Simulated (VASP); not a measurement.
Here is a VASP 6.6.1 calculation.

Contents of INCAR:

```
AGGAC = 1.0
AGGAX = 1.0
ALDAC = 0.0
ALDAX = 1.0
ALGO = Normal
EDIFF = 1E-6
ENCUT = 500
GGA = B5
GGA_COMPAT = False
ISIF = 2
ISMEAR = -1
LASPH = True
LCHARG = False
LREAL = False
LWAVE = False
NBANDS = 16
NELM = 120
PREC = Accurate
SIGMA = 0.05
```

KPOINTS

```
k-points
0
Gamma
  7 7 7
```

The input POSCAR:

```
CdTe
1.0
    0.0000000000      3.3816831279      3.3816831279
    3.3816831279      0.0000000000      3.3816831279
    3.3816831279      3.3816831279      0.0000000000
Te Cd
1 1
Direct
    0.7500000000      0.7500000000      0.7500000000
    0.0000000000      0.0000000000      0.0000000000
```

Potentials or basis: VASP PAW PBE potentials, release 64 (Te, Cd).

The run is started by

```sh
$ cat potpaw_PBE.64/Te/POTCAR potpaw_PBE.64/Cd/POTCAR > POTCAR
$ mpirun -np 1 vasp_std > vasp.out
```

What does it give for the pressure?

0.2 GPa.

Predict the band gap on the k mesh.

0.32 eV, direct.

Caveat: the PAW data sets were made with another functional, which shifts forces and pressure a little; spin-orbit coupling is left out, which moves the levels of the heavy elements.

**What was measured.**

A printed reference work, data compilation reports, for a bulk crystal of CdTe at 0 K: band gap 1.607 eV.

Measured gap of CdTe: 1.607 eV (0 K; a printed reference work, data compilation). This calculation gives 0.32 eV (-1.29 eV). So large a miss can be the level of theory's own, or it may mean another phase, state or a wrong row. Spin-orbit coupling on Cd, Te is left out. The value is that of BLYP, without temperature or zero-point motion. Semilocal functionals fall short of measured gaps as a rule.
